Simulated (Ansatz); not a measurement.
# AlP, space group F-43m: a G0W0 quasiparticle calculation

With Ansatz 0.2.0 through its Python package.

Typed at the interpreter:
```pycon
>>> import warnings
>>> import ansatz
>>> warnings.simplefilter("ignore", ansatz.DeckWarning)
>>> structure = (
...     ansatz.Lattice.fcc(5.451)
...     .space_group(216)
...     .atom("Al", [0.0, 0.0, 0.0])
...     .atom("P", [0.25, 0.25, 0.75])
...     .primitive()
... )
>>> structure.resolved().tree()["lattice"]
((3.337774851076111e-16, 2.7255, 2.7255), (2.7255, 1.6688874255380556e-16, 2.7255), (2.7255, 2.7255, 0.0))
>>> base = (
...     structure.calculation()
...     .functional(ansatz.Functional.PBE)
...     .kpoints(4)
...     .occupations("fixed")
...     .gw(empty_bands=80, screening_cutoff=100, quasiparticle_bands=("v1", "c1"))
... )
>>> events = []
>>> done = base.session().plan().execute(on_event=events.append, runs_dir="gw_run")
>>> gw = next(e["data"] for e in events if e["event"] == "gw_qp")
>>> top = gw["frontier_bands"]["highest_filled_band"]
>>> print(" k band    E_KS   Sigma_x  Sigma_c     Vxc      Z    E_QP (eV)")
 k band    E_KS   Sigma_x  Sigma_c     Vxc      Z    E_QP (eV)
>>> for qp in gw["qp"]:
...     print(f"{qp['ik']:2d} {qp['band']:4d} {qp['eps_ks_ev']:7.3f} {qp['sigma_x_ev']:9.3f} {qp['sigma_c_at_ks_ev']:8.3f} {qp['vxc_ev']:8.3f} {qp['z']:6.3f} {qp['e_qp_ev']:8.3f}")
...
 0    4   5.131   -16.061    1.579  -13.848  0.767    4.646
 0    5   8.475    -8.397   -4.189  -13.121  0.781    8.892
 1    4   4.686   -15.963    1.679  -13.617  0.766    4.177
 1    5   8.466    -7.194   -4.066  -11.760  0.783    8.856
 2    4   4.363   -16.053    1.807  -13.543  0.764    3.828
 2    5   7.951    -7.303   -3.932  -11.709  0.785    8.321
 3    4   3.832   -15.669    1.899  -13.018  0.762    3.262
 3    5   7.976    -5.945   -3.911  -10.204  0.788    8.250
 4    4   3.572   -15.765    2.005  -12.980  0.762    2.979
 4    5   7.903    -5.639   -3.915   -9.850  0.789    8.136
 5    4   4.284   -15.898    1.777  -13.420  0.764    3.751
 5    5   8.889    -5.969   -4.149  -10.542  0.783    9.220
 6    4   3.013   -15.779    2.208  -12.729  0.759    2.376
 6    5   6.679    -5.213   -3.694   -9.059  0.794    6.799
 7    4   2.293   -14.755    2.186  -11.717  0.697    1.647
 7    5   9.437    -6.052   -4.082  -10.408  0.782    9.651
>>> for key, label in (("eps_ks_ev", "Kohn-Sham"), ("e_qp_ev", "G0W0")):
...     filled = max(qp[key] for qp in gw["qp"] if qp["band"] <= top)
...     empty = min(qp[key] for qp in gw["qp"] if qp["band"] > top)
...     print(f"{label} gap on the mesh: {empty - filled:.3f} eV")
...
Kohn-Sham gap on the mesh: 1.547 eV
G0W0 gap on the mesh: 2.152 eV
>>> print("static dielectric eigenvalues (RPA, this mesh):", [round(e, 3) for e in gw["screening"][0]["eps_tensor_eigenvalues"]])
static dielectric eigenvalues (RPA, this mesh): [10.777, 10.777, 10.777]
```

Total energies depend on the potentials; only differences at equal settings carry meaning. A total without «per atom» is that of the cell as typed. Energy and stress may still move on a finer k-point mesh. Of the deposited cell: the entry's cell lengths or inner coordinates differ somewhat from later room-temperature determinations. The starting cell is as deposited in a crystallographic database; the results hold for this polymorph, which needn't be the stable one. Mesh, empty bands and screening cutoff are small, so the quasiparticle gap isn't converged, and it is read on the mesh points alone. Spin-orbit coupling is left out, which matters for heavy elements. By the engine's processor time: 4.5 s on 1 thread of Intel(R) Xeon(R) Processor @ 2.30GHz, on a shared host, peak memory 0.48 GiB.
